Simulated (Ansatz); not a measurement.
Born–Oppenheimer molecular dynamics of a periodic cell of 24 atoms, Li₂O (host Li2O, host structure Fm-3m). It starts from a structure without forces on its atoms.

Level of theory: Ansatz 0.2.0, DFT LDA, scalar-relativistic, plane waves, PAW. Settings: accuracy low, cutoff 420 eV, k mesh 2x2x2, fermi-dirac smearing 0.05 eV, no spin polarisation.

```yaml
ensemble: NVT, Nosé–Hoover chain
time_step: 1 fs
steps_asked: 270
set_temperature: 1200 K
thermostat: time constant 100 fs, chain length 3
seed: 475431
```

Frames 2 fs apart, positions in Å, forces in eV/Å.

Velocities at 220.0 fs (Å/ps):

```
Li -2.30 7.01 9.14
Li 3.86 9.25 -2.48
O -1.66 -12.63 1.31
Li 0.45 4.77 8.34
Li -1.79 8.61 -8.14
O 1.07 2.07 5.88
Li 6.74 0.64 9.51
Li -2.76 -19.66 -3.89
O 4.27 0.27 4.55
Li 0.91 12.26 14.74
Li 5.48 5.62 10.36
O -11.48 -0.98 -10.28
Li -15.37 -7.53 13.33
Li -0.97 -10.13 -5.30
O 0.91 -3.18 -3.33
Li 3.11 -16.97 -0.29
Li -22.49 -22.81 24.98
O 4.63 -0.78 -8.86
Li 5.42 13.73 7.59
Li 11.60 21.11 -18.32
O -2.95 -2.84 -14.12
Li 12.78 20.57 -1.68
Li -9.11 6.08 12.65
O 7.13 3.94 -5.76
```

```xyz
24
Lattice="0.0000 4.6662 4.6662 4.6662 0.0000 4.6662 4.6662 4.6662 0.0000" Properties=species:S:1:pos:R:3:forces:R:3 time_fs=220.0 energy_less_start_eV=2.598 T=1003
Li 1.010 1.259 1.401 0.92 -0.83 -0.14
Li 3.478 3.605 3.381 -0.15 -0.57 1.10
O 0.048 -0.040 0.170 -0.45 0.37 -0.33
Li 3.517 3.401 1.476 -0.37 0.28 -1.80
Li 5.926 6.013 3.832 0.09 -0.57 -1.16
O 2.155 2.478 -0.103 0.72 -1.12 0.88
Li 3.652 1.046 3.376 -0.58 0.52 0.01
Li 5.854 3.582 5.636 -0.18 -0.61 0.36
O 2.415 0.020 2.370 0.36 0.12 -0.39
Li 5.628 3.418 3.603 0.74 0.45 -1.35
Li 8.095 5.793 5.756 0.09 -0.06 -0.53
O 4.663 2.357 2.320 0.19 -1.05 0.14
Li 1.302 3.490 3.301 -1.01 -0.66 1.06
Li 3.431 5.766 5.656 -0.47 0.21 0.08
O 0.124 2.358 2.477 -0.80 0.29 -0.65
Li 3.747 5.814 3.267 -0.71 0.58 0.31
Li 5.804 7.963 5.787 0.30 1.00 0.08
O 2.147 4.465 2.221 1.83 1.77 0.00
Li 3.471 3.482 5.747 0.07 0.29 0.78
Li 5.825 5.773 8.409 0.38 0.15 0.04
O 2.511 2.426 4.627 -0.49 -0.52 0.30
Li 5.776 5.658 6.072 -0.53 0.72 -0.05
Li 8.146 8.223 8.415 -0.16 -0.28 -0.62
O 4.601 4.761 4.384 0.20 -0.47 1.89
24
Lattice="0.0000 4.6662 4.6662 4.6662 0.0000 4.6662 4.6662 4.6662 0.0000" Properties=species:S:1:pos:R:3:forces:R:3 time_fs=222.0 energy_less_start_eV=2.716 T=972
Li 1.008 1.270 1.418 1.05 -1.08 -0.36
Li 3.486 3.622 3.379 -0.31 -0.73 1.11
O 0.044 -0.065 0.173 -0.36 0.55 -0.31
Li 3.516 3.411 1.488 -0.49 0.27 -1.96
Li 5.922 6.029 3.813 0.13 -0.70 -1.09
O 2.158 2.481 -0.090 0.64 -1.22 0.69
Li 3.664 1.049 3.395 -0.65 0.50 -0.04
Li 5.848 3.541 5.630 -0.12 -0.21 0.72
O 2.424 0.021 2.378 0.31 0.06 -0.38
Li 5.632 3.444 3.628 0.77 0.38 -1.53
Li 8.106 5.804 5.775 0.07 -0.08 -0.65
O 4.641 2.354 2.300 0.45 -1.14 0.54
Li 1.269 3.473 3.331 -0.63 -0.15 0.78
Li 3.428 5.747 5.645 -0.45 0.38 0.17
O 0.125 2.353 2.470 -0.99 0.27 -0.61
Li 3.752 5.782 3.267 -0.69 0.84 0.17
Li 5.760 7.920 5.837 0.59 1.34 -0.29
O 2.158 4.466 2.204 1.46 1.66 0.37
Li 3.482 3.511 5.764 -0.16 0.05 0.64
Li 5.849 5.816 8.373 0.24 -0.10 0.19
O 2.505 2.420 4.599 -0.31 -0.35 0.70
Li 5.800 5.701 6.068 -0.49 0.31 -0.17
Li 8.127 8.235 8.439 -0.13 -0.30 -0.66
O 4.615 4.768 4.375 0.09 -0.56 2.00
24
Lattice="0.0000 4.6662 4.6662 4.6662 0.0000 4.6662 4.6662 4.6662 0.0000" Properties=species:S:1:pos:R:3:forces:R:3 time_fs=224.0 energy_less_start_eV=2.895 T=921
Li 1.012 1.276 1.434 1.14 -1.27 -0.54
Li 3.491 3.635 3.383 -0.45 -0.87 1.05
O 0.039 -0.088 0.174 -0.30 0.67 -0.27
Li 3.513 3.423 1.488 -0.56 0.24 -2.01
Li 5.920 6.041 3.787 0.16 -0.83 -0.98
O 2.162 2.481 -0.075 0.58 -1.29 0.47
Li 3.672 1.054 3.414 -0.68 0.47 -0.10
Li 5.841 3.499 5.627 -0.10 0.16 1.03
O 2.434 0.022 2.386 0.23 0.01 -0.36
Li 5.640 3.472 3.646 0.82 0.32 -1.61
Li 8.118 5.815 5.791 0.05 -0.10 -0.74
O 4.619 2.348 2.281 0.57 -1.24 0.92
Li 1.232 3.456 3.365 -0.31 0.29 0.54
Li 3.422 5.729 5.636 -0.40 0.54 0.25
O 0.123 2.347 2.461 -1.13 0.24 -0.58
Li 3.752 5.754 3.268 -0.67 1.04 0.04
Li 5.719 7.885 5.886 0.88 1.71 -0.70
O 2.173 4.470 2.187 1.12 1.61 0.67
Li 3.492 3.539 5.785 -0.31 -0.17 0.53
Li 5.875 5.858 8.337 0.12 -0.31 0.28
O 2.498 2.413 4.573 -0.17 -0.21 1.03
Li 5.822 5.746 6.064 -0.45 -0.10 -0.30
Li 8.107 8.244 8.459 -0.08 -0.30 -0.69
O 4.630 4.774 4.371 -0.04 -0.61 2.05
24
Lattice="0.0000 4.6662 4.6662 4.6662 0.0000 4.6662 4.6662 4.6662 0.0000" Properties=species:S:1:pos:R:3:forces:R:3 time_fs=226.0 energy_less_start_eV=3.070 T=871
Li 1.022 1.274 1.447 1.15 -1.39 -0.68
Li 3.494 3.643 3.393 -0.55 -0.99 0.93
O 0.034 -0.110 0.175 -0.25 0.74 -0.21
Li 3.507 3.436 1.478 -0.56 0.16 -1.95
Li 5.918 6.048 3.756 0.20 -0.94 -0.83
O 2.168 2.478 -0.060 0.53 -1.32 0.26
Li 3.677 1.062 3.433 -0.68 0.44 -0.15
Li 5.834 3.458 5.630 -0.11 0.48 1.27
O 2.444 0.022 2.393 0.10 -0.05 -0.34
Li 5.653 3.502 3.654 0.88 0.26 -1.59
Li 8.130 5.825 5.802 0.04 -0.11 -0.79
O 4.598 2.339 2.264 0.56 -1.32 1.27
Li 1.193 3.439 3.402 -0.06 0.64 0.38
Li 3.414 5.714 5.628 -0.33 0.69 0.31
O 0.119 2.342 2.450 -1.20 0.21 -0.58
Li 3.749 5.732 3.269 -0.64 1.15 -0.04
Li 5.683 7.859 5.931 1.17 2.09 -1.09
O 2.191 4.479 2.171 0.82 1.61 0.91
Li 3.501 3.567 5.809 -0.39 -0.36 0.45
Li 5.901 5.899 8.303 0.01 -0.48 0.33
O 2.490 2.405 4.549 -0.06 -0.12 1.28
Li 5.841 5.790 6.057 -0.40 -0.49 -0.44
Li 8.088 8.252 8.475 -0.03 -0.29 -0.72
O 4.645 4.779 4.371 -0.19 -0.61 2.04
24
Lattice="0.0000 4.6662 4.6662 4.6662 0.0000 4.6662 4.6662 4.6662 0.0000" Properties=species:S:1:pos:R:3:forces:R:3 time_fs=228.0 energy_less_start_eV=3.173 T=844
Li 1.039 1.265 1.456 1.08 -1.42 -0.76
Li 3.494 3.645 3.408 -0.61 -1.07 0.77
O 0.028 -0.131 0.175 -0.21 0.77 -0.15
Li 3.498 3.450 1.457 -0.50 0.04 -1.78
Li 5.917 6.050 3.720 0.23 -1.00 -0.65
O 2.175 2.471 -0.043 0.49 -1.30 0.07
Li 3.677 1.073 3.450 -0.65 0.41 -0.20
Li 5.826 3.418 5.640 -0.13 0.73 1.38
O 2.455 0.023 2.399 -0.06 -0.10 -0.30
Li 5.671 3.534 3.654 0.91 0.21 -1.48
Li 8.142 5.835 5.810 0.03 -0.13 -0.81
O 4.579 2.326 2.250 0.49 -1.33 1.52
Li 1.153 3.427 3.442 0.10 0.87 0.26
Li 3.404 5.703 5.622 -0.22 0.82 0.36
O 0.112 2.338 2.439 -1.17 0.15 -0.60
Li 3.742 5.716 3.270 -0.58 1.17 -0.08
Li 5.653 7.844 5.970 1.39 2.39 -1.43
O 2.211 4.491 2.158 0.59 1.64 1.08
Li 3.507 3.593 5.836 -0.40 -0.52 0.38
Li 5.928 5.937 8.270 -0.11 -0.62 0.34
O 2.482 2.397 4.528 -0.01 -0.05 1.46
Li 5.858 5.832 6.049 -0.35 -0.84 -0.59
Li 8.067 8.259 8.488 0.04 -0.27 -0.74
O 4.659 4.782 4.377 -0.35 -0.57 1.95
24
Lattice="0.0000 4.6662 4.6662 4.6662 0.0000 4.6662 4.6662 4.6662 0.0000" Properties=species:S:1:pos:R:3:forces:R:3 time_fs=230.0 energy_less_start_eV=3.154 T=858
Li 1.061 1.248 1.462 0.93 -1.36 -0.80
Li 3.491 3.642 3.428 -0.62 -1.09 0.57
O 0.021 -0.149 0.175 -0.17 0.79 -0.10
Li 3.486 3.465 1.426 -0.38 -0.10 -1.51
Li 5.918 6.046 3.680 0.26 -1.01 -0.45
O 2.184 2.462 -0.027 0.44 -1.22 -0.06
Li 3.675 1.086 3.467 -0.58 0.37 -0.26
Li 5.817 3.383 5.658 -0.14 0.90 1.37
O 2.465 0.024 2.405 -0.27 -0.14 -0.25
Li 5.694 3.567 3.645 0.89 0.17 -1.27
Li 8.155 5.844 5.812 0.02 -0.14 -0.79
O 4.561 2.311 2.239 0.46 -1.23 1.61
Li 1.114 3.419 3.483 0.21 0.97 0.16
Li 3.393 5.697 5.617 -0.08 0.92 0.38
O 0.102 2.334 2.425 -1.06 0.09 -0.63
Li 3.732 5.707 3.271 -0.49 1.11 -0.07
Li 5.631 7.843 6.001 1.47 2.55 -1.62
O 2.232 4.508 2.147 0.40 1.67 1.20
Li 3.511 3.616 5.865 -0.35 -0.66 0.31
Li 5.954 5.972 8.239 -0.22 -0.73 0.33
O 2.474 2.389 4.511 0.00 -0.01 1.58
Li 5.873 5.870 6.037 -0.33 -1.10 -0.73
Li 8.047 8.264 8.496 0.11 -0.24 -0.76
O 4.673 4.784 4.387 -0.50 -0.52 1.78
24
Lattice="0.0000 4.6662 4.6662 4.6662 0.0000 4.6662 4.6662 4.6662 0.0000" Properties=species:S:1:pos:R:3:forces:R:3 time_fs=232.0 energy_less_start_eV=3.004 T=917
Li 1.089 1.224 1.462 0.71 -1.21 -0.82
Li 3.484 3.632 3.451 -0.57 -1.04 0.36
O 0.014 -0.166 0.175 -0.13 0.81 -0.06
Li 3.472 3.479 1.386 -0.25 -0.25 -1.16
Li 5.920 6.037 3.638 0.27 -0.94 -0.23
O 2.193 2.449 -0.010 0.37 -1.09 -0.16
Li 3.668 1.101 3.482 -0.50 0.32 -0.32
Li 5.808 3.353 5.684 -0.13 1.00 1.25
O 2.475 0.024 2.409 -0.50 -0.18 -0.20
Li 5.722 3.601 3.629 0.80 0.13 -0.99
Li 8.167 5.852 5.811 0.02 -0.14 -0.74
O 4.544 2.292 2.233 0.55 -0.98 1.52
Li 1.076 3.417 3.525 0.28 0.96 0.07
Li 3.381 5.695 5.615 0.09 0.99 0.38
O 0.089 2.330 2.410 -0.88 0.01 -0.63
Li 3.719 5.704 3.272 -0.39 0.98 -0.02
Li 5.616 7.855 6.024 1.37 2.49 -1.64
O 2.254 4.528 2.140 0.25 1.67 1.27
Li 3.514 3.636 5.896 -0.24 -0.76 0.23
Li 5.979 6.003 8.210 -0.33 -0.81 0.29
O 2.466 2.380 4.497 -0.04 0.01 1.65
Li 5.886 5.901 6.021 -0.33 -1.29 -0.84
Li 8.027 8.268 8.500 0.20 -0.22 -0.76
O 4.685 4.784 4.401 -0.62 -0.46 1.55
24
Lattice="0.0000 4.6662 4.6662 4.6662 0.0000 4.6662 4.6662 4.6662 0.0000" Properties=species:S:1:pos:R:3:forces:R:3 time_fs=234.0 energy_less_start_eV=2.766 T=1005
Li 1.121 1.192 1.458 0.45 -1.00 -0.83
Li 3.474 3.617 3.476 -0.47 -0.93 0.14
O 0.006 -0.181 0.174 -0.10 0.83 -0.03
Li 3.456 3.491 1.339 -0.14 -0.39 -0.76
Li 5.923 6.023 3.594 0.27 -0.80 0.00
O 2.204 2.433 0.006 0.30 -0.92 -0.21
Li 3.660 1.118 3.496 -0.39 0.27 -0.37
Li 5.798 3.328 5.716 -0.08 1.04 1.02
O 2.484 0.024 2.414 -0.75 -0.20 -0.14
Li 5.754 3.635 3.608 0.63 0.07 -0.65
Li 8.180 5.859 5.805 0.01 -0.15 -0.66
O 4.528 2.271 2.230 0.77 -0.61 1.29
Li 1.039 3.420 3.567 0.34 0.85 -0.05
Li 3.370 5.699 5.614 0.29 1.01 0.38
O 0.074 2.326 2.394 -0.67 -0.06 -0.60
Li 3.704 5.706 3.272 -0.27 0.81 0.04
Li 5.609 7.882 6.037 1.11 2.21 -1.51
O 2.277 4.553 2.135 0.14 1.62 1.30
Li 3.514 3.651 5.928 -0.11 -0.84 0.12
Li 6.003 6.030 8.183 -0.43 -0.85 0.24
O 2.458 2.372 4.487 -0.12 0.01 1.68
Li 5.898 5.926 6.000 -0.35 -1.37 -0.92
Li 8.009 8.270 8.500 0.30 -0.22 -0.76
O 4.696 4.784 4.420 -0.71 -0.41 1.28
24
Lattice="0.0000 4.6662 4.6662 4.6662 0.0000 4.6662 4.6662 4.6662 0.0000" Properties=species:S:1:pos:R:3:forces:R:3 time_fs=236.0 energy_less_start_eV=2.514 T=1099
Li 1.156 1.155 1.450 0.16 -0.73 -0.86
Li 3.461 3.597 3.502 -0.33 -0.75 -0.07
O -0.001 -0.194 0.174 -0.08 0.88 -0.01
Li 3.439 3.502 1.288 -0.07 -0.48 -0.31
Li 5.928 6.004 3.550 0.23 -0.59 0.23
O 2.215 2.416 0.022 0.21 -0.72 -0.25
Li 3.648 1.137 3.507 -0.27 0.21 -0.42
Li 5.787 3.309 5.755 0.01 1.04 0.74
O 2.491 0.023 2.418 -1.00 -0.21 -0.08
Li 5.790 3.671 3.583 0.37 0.00 -0.29
Li 8.193 5.866 5.796 0.00 -0.15 -0.55
O 4.514 2.249 2.230 1.04 -0.19 1.00
Li 1.004 3.427 3.610 0.42 0.66 -0.19
Li 3.361 5.709 5.616 0.51 0.99 0.36
O 0.058 2.322 2.376 -0.45 -0.11 -0.51
Li 3.687 5.713 3.272 -0.15 0.61 0.11
Li 5.609 7.921 6.043 0.79 1.76 -1.29
O 2.301 4.582 2.133 0.06 1.51 1.28
Li 3.515 3.662 5.961 0.04 -0.89 -0.01
Li 6.024 6.052 8.156 -0.53 -0.86 0.18
O 2.450 2.364 4.481 -0.23 0.00 1.67
Li 5.907 5.943 5.973 -0.40 -1.38 -0.95
Li 7.992 8.271 8.495 0.41 -0.22 -0.75
O 4.706 4.782 4.441 -0.73 -0.38 0.98
```

Of the whole run (270 fs, mean temperature of the second half 911 K): The conserved energy stayed within 0.26 meV per atom of its start (net change 0.19 meV per atom), so the integration is sound. The mean temperature of the second half is 24 % below the set value. A run of 0.27 ps of so small a system gives no equilibrium averages. Limits of this set-up: coarse k mesh, low accuracy level.

Time of the run: 14 min on 1 thread of Arm Neoverse V1, with other jobs on the host, peak memory 0.49 GiB.
